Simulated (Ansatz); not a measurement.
The following input was run with Ansatz 0.2.0.

```yaml
crystal:
  lattice:
    - [-0.0672668, 2.0325841, 2.1583401]
    - [2.0755015, -0.0485933, 2.1396666]
    - [2.0412351, 1.9796442, -0.0143269]
  atoms:
    - { symbol: Ta, position: [0.0, 0.0, 0.0] }
basis:
  ecutwfc: 420
kpoints:
  mp_grid: { grid: [14, 14, 16] }
hamiltonian:
  xc: pbe
scf:
  occupations: { method: gaussian, width: 0.1 }
output:
  forces: true
  stress: true
  eigenvalues: true
```

Command:
```bash
ansatz run input.yaml --threads 1 --pin off --max-ram 1331MiB --backend cpu --events-out ev --progress --plain --runs-dir out
```

All numbers below come from DFT PBE, scalar-relativistic, plane waves, PAW (Ansatz).

From the run's log, abridged (final results; tables in files aren't shown):

```
SCF 1 converged in 6 iterations: F = -9932.010299 eV  dr2 = 5.76e-10
SCF converged after 6 iterations
Free energy (F): -9932.010299 eV
Harris-Foulkes:  -9932.010299 eV  (|F-HF|=1.26e-10)
Internal energy: -9932.003703 eV  (E = F + TS)
E sigma→0 (E₀):  -9932.007001 eV
Entropy (-TS):   -0.006596 eV (-6.596 meV/atom)
Fermi energy:    18.645622 eV
--- Per-component energies (eV) ---
  E_band       = -107.657090
  E_kinetic    = 365.892952
  E_local      = -557.645751  (includes V_loc(G=0)·N_el)
  E_nonlocal   = 14.587958
  E_hartree    = 193.143149
  E_xc         = -218.414616
  E_vxc        = -203.976469  (∫ρ·V_xc dr)
  E_paw        = -8396.533435  (= ΣΔE_a)
  E_vpaw       = -112.802282  (= ΣTr[D̂ρ^β])
  E_aug_tail   = 0.000150  (compensation charges beyond the density's cutoff)
  E_ewald      = -1333.034109
  E_smearing   = -0.006596  (= −TS)
--- Forces (eV/Å), atoms counted from 1 ---
  atom   1  Ta     0.00000000     0.00000000     0.00000000
--- Stress (GPa, compression-positive) ---
        6.064319       2.857463       0.399976
        2.857463       0.312467       0.138377
        0.399976       0.138377       8.912971
  P = ⅓ Tr σ = 5.0966 GPa (50.966 kbar)
--- Band table (eV; the first three rows and the last of 1572) ---
  k-point 0: bands = ["-48.8124", "-14.8636", "-14.7974", "-14.6969", "10.4614", "18.6256", "18.9126", "19.8538", "21.7486", "22.7319", "30.9008"]
  k-point 1: bands = ["-48.8082", "-14.8673", "-14.8204", "-14.7316", "10.6278", "18.6530", "18.9947", "19.7569", "21.6807", "22.6109", "31.2493"]
  k-point 2: bands = ["-48.7962", "-14.9286", "-14.8768", "-14.7867", "11.1048", "18.6046", "19.1971", "19.6462", "21.5557", "22.3289", "32.0838"]
  k-point 1571: bands = ["-48.6958", "-15.9394", "-15.0140", "-14.9599", "14.0292", "18.4821", "19.0605", "19.7677", "24.3435", "25.0796", "29.5840"]
```

The run converged.

Spin–orbit coupling is left out, which can shift energies with elements as heavy as these.